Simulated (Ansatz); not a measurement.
SnSe: a vibration from a frozen displacement

These are results of DFT PBEsol, scalar-relativistic, plane waves, PAW in Ansatz, not measurements. Cutoff 420 eV, Γ-centred 6×6×6 k-points, Gaussian smearing of 0.05 eV. No spin polarisation. Energies are free energies at this smearing, counted from the undisturbed cell; pressure is positive in compression.

Reference structure (relaxed at this level; with this scan's settings it stands at 0.1 GPa; this rock-salt form isn't the usual structure):

```yaml
crystal:
  lattice:
    - [5.94551, 0.00000, 0.00000]
    - [0.00000, -5.94551, 0.00000]
    - [0.00000, 0.00000, -5.94551]
  atoms:
    - { symbol: Sn, position: [0.00000, 0.00000, 0.00000] }
    - { symbol: Sn, position: [0.50000, 0.50000, 0.00000] }
    - { symbol: Sn, position: [0.50000, 0.00000, 0.50000] }
    - { symbol: Sn, position: [0.00000, 0.50000, 0.50000] }
    - { symbol: Se, position: [0.50000, 0.00000, 0.00000] }
    - { symbol: Se, position: [0.00000, 0.50000, 0.00000] }
    - { symbol: Se, position: [0.00000, 0.00000, 0.50000] }
    - { symbol: Se, position: [0.50000, 0.50000, 0.50000] }
```

Atom 5 (Se) is moved by x along the Cartesian unit vector (0.000, 0.000, 1.000); the cell and all other atoms stay fixed. The cell's volume is 210.17 Å³; the moved atoms weigh 78.971 u together and the others 711.753 u. Some rows repeat others by symmetry and weren't run.

```csv
x (Å),ΔE (meV/cell),total force on the moved atoms along the move (eV/Å),pressure (GPa)
-0.1000,6.06,0.1298,0.1402
-0.0900,4.85,0.1140,0.1319
-0.0800,3.78,0.0990,0.1245
-0.0700,2.86,0.0848,0.1180
-0.0600,2.08,0.0714,0.1124
-0.0500,1.43,0.0585,0.1077
-0.0400,0.91,0.0461,0.1039
-0.0200,0.23,0.0226,0.0988
0.0000,0.00,0.0000,0.0971
0.0200,0.23,-0.0226,0.0988
0.0400,0.91,-0.0461,0.1039
0.0500,1.43,-0.0585,0.1077
0.0600,2.08,-0.0714,0.1124
0.0700,2.86,-0.0848,0.1180
0.0800,3.78,-0.0990,0.1245
0.0900,4.85,-0.1140,0.1319
0.1000,6.06,-0.1298,0.1402
```

**Question.** What frequency belongs to this motion?

**Answer.** The force constant is k = −dF/dx = 1.130 eV/Å², from the parabola through x = -0.0200, 0 and 0.0200. In every cell the moved atoms swing against the rest, so the mass is μ = m₁m₂/(m₁ + m₂) = 71.084 u, and ν̃ = 521.5 cm⁻¹ × √(|k|/μ) = 66 cm⁻¹. The pattern needn't be a normal mode: ν̃² is then a weighted mean of the squared nonzero frequencies at the zone centre of this cell, taken without macroscopic field, so it lies between the lowest and the highest of them.

**Question.** How far does the harmonic law reach?

**Answer.** At x = -0.100 Å, kx²/2 = 5.65 meV against the computed 6.06 meV (+7.3 %): the well is still close to harmonic there.